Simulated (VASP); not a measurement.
# From VASP inputs to Ansatz: CsI (CsCl)

INCAR, step 1 (PBE orbitals to start from)

```
NBANDS = 15
ISMEAR = 0
NELM = 120
ENCUT = 520
LASPH = .TRUE.
SIGMA = 0.01
LREAL = .FALSE.
LCHARG = .FALSE.
GGA = PE
EDIFF = 1E-5
PREC = Accurate
LWAVE = .TRUE.
```

INCAR, step 2

```
NELM = 120
LASPH = .TRUE.
ISTART = 1
ENCUT = 520
ISMEAR = 0
PRECFOCK = Fast
HFRCUT = -1
GGA = PE
LWAVE = .FALSE.
NSW = 0
IBRION = -1
LREAL = .FALSE.
LCHARG = .FALSE.
PREC = Accurate
SIGMA = 0.01
ISIF = 2
AEXX = 0.25
EDIFF = 1E-7
NBANDS = 15
LHFCALC = .TRUE.
ALGO = Normal
```

KPOINTS

```
KPOINTS created by Atomic Simulation Environment
0
Gamma
4 4 4
0 0 0
```

KPOINTS_OPT

```
special points
4
Reciprocal
0.0000000000 0.0000000000 0.0000000000 1
0.0000000000 0.5000000000 0.0000000000 1
0.5000000000 0.5000000000 0.0000000000 1
0.5000000000 0.5000000000 0.5000000000 1
```

POSCAR

```
Cs I
 1.0000000000000000
     4.6081396953655354    0.0000000000000000   -0.0000000000000000
     0.0000000000000000    4.6081396953655354   -0.0000000000000000
    -0.0000000000000000   -0.0000000000000000    4.6081396953655354
 Cs  I
   1   1
Cartesian
  0.0000000000000000  0.0000000000000000 -0.0000000000000000
  2.3040698476827677  2.3040698476827677  2.3040698476827677
```

VASP ran with the recommended PBE PAW datasets (16 valence electrons in the cell).

Translate these files to an Ansatz input.



```yaml
crystal:
  lattice:
    - [4.6081396954, 0.0, 0.0]
    - [0.0, 4.6081396954, 0.0]
    - [0.0, 0.0, 4.6081396954]
  atoms:
    - { symbol: Cs, position: [0.0, 0.0, 0.0] }
    - { symbol: I, position: [0.5, 0.5, 0.5] }
kpoints:
  mp_grid: { grid: [4, 4, 4] }
  band_path:
    path: [[0.0, 0.0, 0.0], [0.0, 0.5, 0.0], [0.5, 0.5, 0.0], [0.5, 0.5, 0.5]]
    npoints: 1
hamiltonian:
  xc: pbe0
scf:
  occupations: { method: fixed }
  n_extra_bands: 4
output:
  forces: true
  stress: true
  eigenvalues: true
```

Other inputs would serve too.

```tsv
	VASP	Ansatz
gap between bands v and c	5.47 eV	5.48 eV
least direct gap	5.57 eV	5.58 eV
pressure	0.2 GPa	0.2 GPa
```

The two codes use different PAW datasets and cutoffs. VASP's cell holds 16 valence electrons and Ansatz's 26. Ansatz's stress includes a Pulay correction; VASP's doesn't.
